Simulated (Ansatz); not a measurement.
# GaO2: the cost of one run

Program: Ansatz 0.2.0. Level of theory: DFT PBE, scalar-relativistic, plane waves, PAW. These are calculated values, not measurements.

5 further runs of the same task are left out: 5 set aside as unsound or not needed.

## 1. The starting structure

The structure is tetragonal, space group P4_2/mnm (No. 136). Conventional cell: a = 4.482 Å, b = 4.482 Å, c = 3.026 Å, α = 90.00°, β = 90.00°, γ = 90.00°. V (site symmetry mmm) is surrounded by 6 O at 1.89 to 1.98 Å. O (site symmetry m2m) has 3 V at 1.89 to 1.98 Å as nearest neighbours.

Structure file:

```cif
data_structure
_symmetry_space_group_name_H-M 'P4_2/mnm'
_symmetry_Int_Tables_number 136
_cell_length_a 4.4819
_cell_length_b 4.4819
_cell_length_c 3.0258
_cell_angle_alpha 90.000
_cell_angle_beta 90.000
_cell_angle_gamma 90.000
_cell_volume 60.78
loop_
_atom_site_label
_atom_site_type_symbol
_atom_site_symmetry_multiplicity
_atom_site_Wyckoff_symbol
_atom_site_fract_x
_atom_site_fract_y
_atom_site_fract_z
_atom_site_occupancy
V1 V 2 b 0.00000 0.00000 0.50000 1
O1 O 4 g 0.29895 0.29895 0.50000 1
```

It goes back to an entry of the Materials Project, which need not be the stable form.

This cell was relaxed beforehand with the same method: volume 10.13 Å³/atom, gap on the mesh 0.88 eV, site moments up to 0.9 μB.

## 2. Swap V → Ga

The start of GaO2: fractional positions of relaxed VO2, cell scaled by 0.930, a guess from tabulated radii.

## 3. Quick check of gap, pressure and forces (GaO2)

File input.yaml:

```yaml
crystal:
  lattice:
    - [4.1701950153, 0.0, 0.0]
    - [0.0, 4.1706027647, 0.0]
    - [0.0, 0.0, 2.8155172352]
  atoms:
    - { symbol: Ga, position: [0.0, 0.0, 0.5] }
    - { symbol: Ga, position: [0.5, 0.5, 0.0] }
    - { symbol: O, position: [0.2989318649, 0.2989729264, 0.5] }
    - { symbol: O, position: [0.7010681351, 0.7010270736, 0.5] }
    - { symbol: O, position: [0.2010681351, 0.7989729264, 0.0] }
    - { symbol: O, position: [0.7989318649, 0.2010270736, 0.0] }
basis:
  ecutwfc: 420
kpoints:
  mp_grid: { grid: [4, 4, 6] }
hamiltonian:
  xc: pbe
scf:
  occupations: { method: gaussian, width: 0.1 }
output:
  forces: true
  stress: true
  eigenvalues: true
```

On the command line:

```console
$ ansatz run input.yaml --threads 1 --pin off --max-ram 2560MiB --backend cpu --events-out ev --progress --plain --runs-dir out
```

**Question.** How long does this run take on 1 thread of Arm Neoverse V2, shared host, and how much memory does it need?

About 2.7 s, with a peak of 0.32 GiB.
